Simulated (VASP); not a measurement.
Here is a VASP 6.6.1 calculation.

Contents of INCAR:

```
  PREC = Accurate
  ENCUT = 520
  EDIFF = 1E-7
  ISMEAR = 0
  SIGMA = 0.03
  LREAL = F
  LASPH = T
  NELM = 80
  ALGO = Fast
  ISIF = 2
  LWAVE = F
  LCHARG = F
  GGA = PS
  NBANDS = 16
  ICORELEVEL = 1
```

Contents of KPOINTS:

```
Automatic mesh
0
Gamma
  10 10 10
```

File POSCAR:

```
GaAs                                    
1.0
    0.0000000000      2.8313993253      2.8313993253
    2.8313993253      0.0000000000      2.8313993253
    2.8313993253      2.8313993253      0.0000000000
  Ga              As            
     1     1
Direct
     0.0000000000000000    0.0000000000000000    0.0000000000000000
     0.2500000000000000    0.2500000000000000    0.2500000000000000
```

KPOINTS_OPT

```
explicit points
209
Reciprocal
 0.0000000000  0.0000000000  0.0000000000 1
 0.0263157895  0.0000000000  0.0263157895 1
 0.0526315789  0.0000000000  0.0526315789 1
 0.0789473684  0.0000000000  0.0789473684 1
 0.1052631579  0.0000000000  0.1052631579 1
 0.1315789474  0.0000000000  0.1315789474 1
[... 201 lines left out ...]
 0.4250000000  0.0000000000  0.4250000000 1
 0.4500000000  0.0000000000  0.4500000000 1
```

Potentials or basis: VASP PAW PBE potentials, release 64 (Ga_d, As).

Command:

```bash
$ cat potpaw_PBE.64/Ga_d/POTCAR potpaw_PBE.64/As/POTCAR > POTCAR
$ mpirun -np 1 vasp_std > vasp.out
```

Question: Estimate the band gap along the path.

Answer: 0.42 eV, direct.

Question: Estimate the band gap on the k mesh.

Answer: 0.42 eV, direct.

Core levels (eV, on the scale of the bands):
```
atom                                                               levels
1 Ga             1s -10220.6, 2s -1254.0, 2p -1090.5, 3s -139.9, 3p -90.6
2 As  1s -11708.1, 2s -1476.7, 2p -1293.6, 3s -180.7, 3p -124.1, 3d -31.1
```

**Experimental background.**

From “Evidence of valence band perturbations in GaAsN/GaAs(001): A combined variable-angle spectroscopic ellipsometry and modulated photoreflectance investigation”, 2008, arxiv:0805.2212, for a bulk crystal of GaAs at 300 K: band gap 1.412 ± 0.01 eV (direct).

A measured gap of GaAs is 1.412 eV (direct; 300 K; “Evidence of valence band perturbations in GaAsN/GaAs(001): A combined variable-angle spectroscopic ellipsometry and modulated photoreflectance investigation”, 2008, arxiv:0805.2212); the calculated 0.42 eV misses it by -0.99 eV. 3 values of this kind are on record (1.412 to 1.51 eV); this one was drawn at random among those near their median, those with a stated uncertainty first. Spin-orbit coupling on As, Ga is left out. The value is that of PBEsol, without temperature or zero-point motion. Semilocal functionals fall short of measured gaps as a rule.
